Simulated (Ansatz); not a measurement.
BaTiO3, 5 atoms in the cell. The structure is trigonal, space group R3m (No. 160). Conventional cell: a = 5.655 Å, b = 5.655 Å, c = 6.955 Å, α = 90.00°, β = 90.00°, γ = 120.00°. Ba (site symmetry 3m) has 12 O at 2.79 to 2.89 Å as nearest neighbours. Ti (site symmetry 3m) is surrounded by 6 O at 1.87 to 2.14 Å. O (site symmetry m) is surrounded by 2 Ti at 1.87 to 2.14 Å. 

```yaml
Program: Ansatz 0.2.0
Task: band structure
Functional: PBE
Potentials_or_basis: Ansatz PAW
Cutoff: "420 eV (not typed: the program's choice for these potentials)"
k_mesh: 7 × 7 × 7
Occupations: fermi-dirac, width 0.05 eV
Spin: spin-orbit coupling, no magnetisation
Path: "[[\"G\", \"L\", \"B1\"], [\"B\", \"Z\", \"G\", \"X\"], [\"Q\", \"F\", \"P1\", \"Z\"], [\"L\", \"P\"]]"
Points_for_each_segment_of_the_path: 14
```

Potentials or basis: Ansatz PAW.

Launch:

```console
$ ansatz run input.yaml --threads 2 --pin off --max-ram 5632MiB --backend cpu --events-out ev --progress --plain --runs-dir out
```

Hardware: 2 threads of Arm Neoverse V1, on a shared host.

Problem. How long does it take, and how much memory?

Solution. Wall time 67 s on 2 threads of Arm Neoverse V1, on a shared host, peak memory 0.82 GiB. Counts: scf iterations 9, plane waves 1237, k points 44, bands 52.
